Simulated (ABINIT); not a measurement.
A run of ABINIT 10.8.3 (patched build) is set up as follows.

Contents of run.abi:

```
# Pseudopotentials
pp_dirpath "./"
pseudos "Zn.upf, S.upf"

# Structure
acell 3*1.0 Angstrom
rprim
     3.8110000000     0.0000000000     0.0000000000
    -1.9055000000     3.3004228138     0.0000000000
     0.0000000000     0.0000000000     6.2340000000
ntypat 2
znucl 30 16
natom 4
typat 1 1 2 2
xcart
     1.9055000002     1.1001409378     3.1170000000
    -0.0000000002     2.2002818760     0.0000000000
     1.9055000002     1.1001409378     5.5170900000
    -0.0000000002     2.2002818760     2.4000900000 Angstrom

# Plane-wave basis
ecut 30.0

# k points
kptopt 1
ngkpt 6 6 4
nshiftk 1
shiftk 0.0 0.0 0.0

# Exchange and correlation
ixc 7

# Bands and occupations
nband 32
occopt 3
tsmear 0.05 eV

# SCF cycle
nstep 100
tolvrs 1.0e-10

# Output
iomode 3
prtwf 0
prtden 0
prteig 0
prtebands 0
```

Potentials or basis: PseudoDojo NC SR LDA v0.4.1 standard.

The run is started by

```console
$ abinit run.abi > log 2>&1
```

(1) What does it give for the band gap on the k mesh?

(2) Estimate the largest force.

Answers

(1) 1.98 eV, direct.

(2) 0.295 eV/Å.

**What was measured.**

From a printed reference work, monograph, for a bulk crystal of ZnS at 4 K: band gap 3.911 eV (direct).

Measured gap of ZnS: 3.911 eV (direct; 4 K; a printed reference work, monograph). This calculation gives 1.98 eV (-1.93 eV). The value is that of LDA, without temperature or zero-point motion. Semilocal functionals fall short of measured gaps as a rule.
